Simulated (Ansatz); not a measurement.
**W, beta-W (A15): how the functional moves the structure**

All rows: Ansatz, plane waves with scalar-relativistic PAW, 420 eV (500 eV for the SCAN forms), relaxed under each functional, no dispersion correction, no zero-point motion. B₀ comes from uniform scaling at fixed shape; a dash is a value not given.

The measured cell (COD entry 9008583) has a = 5.083 Å, 16.42 Å³/atom.

```
functional  V (Å³/atom)         cell     magnetic state  ΔE to bcc (meV/atom)
       PBE        16.37  a = 5.078 Å  spin not included                    92
    r²SCAN        16.12  a = 5.053 Å  spin not included                   114
    PBEsol        15.92  a = 5.032 Å  spin not included                    98
      RPBE        16.57  a = 5.099 Å  spin not included                    89
      BLYP        16.93  a = 5.136 Å  spin not included                    78
```

**Question.** What does revPBE give?

**Answer.** V (Å³/atom): 16.51; cell: a = 5.093 Å; magnetic state: spin not included; ΔE to bcc (meV/atom): 90.

**Question.** Which functional comes closest to the measured volume?

**Answer.** PBE, off by -0.3 %. The measured value holds thermal expansion and zero-point motion, which the calculations lack.
